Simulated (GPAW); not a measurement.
The system is FeO (Wuestite).

```
Fe O
1.0
     1.51882    0.87689    2.51958
    -1.51882    0.87689    2.51958
     0.00000   -1.75378    2.51958
Fe O
1 1
Direct
  0.00000 0.00000 0.00000
  0.50000 0.50000 0.50000
```

Base run:

- Program: GPAW 26.7.0
- Functional: PBEsol
- Potentials or basis: PAW data sets generated in the run's folder for this functional
- Cutoff: 800 eV
- Basis: pw
- k mesh: 8 × 8 × 8
- Occupations: fermi-dirac, width 0.05 eV
- Spin: collinear spin, ferromagnetic start
- Starting moments: [3.0, 0.0] μB
- Hubbard terms: Fe d U = 6 eV

Its results: pressure -4.9 GPa; net moment 4.03 μB per cell; site moments Fe +3.81; O +0.15 μB.

After a change of settings the same cell gave: pressure -6.9 GPa; net moment 4.00 μB per cell; site moments Fe +3.68; O +0.18 μB. Which change was it?
A. hubbard terms from Fe d U = 6 eV to Fe d U = 8 eV
B. hubbard terms from Fe d U = 6 eV to Fe d U = 3 eV
C. hubbard terms from Fe d U = 6 eV to none

B.

Caveats: a cell with one magnetic atom can't hold antiferromagnetic order, which such compounds often take.
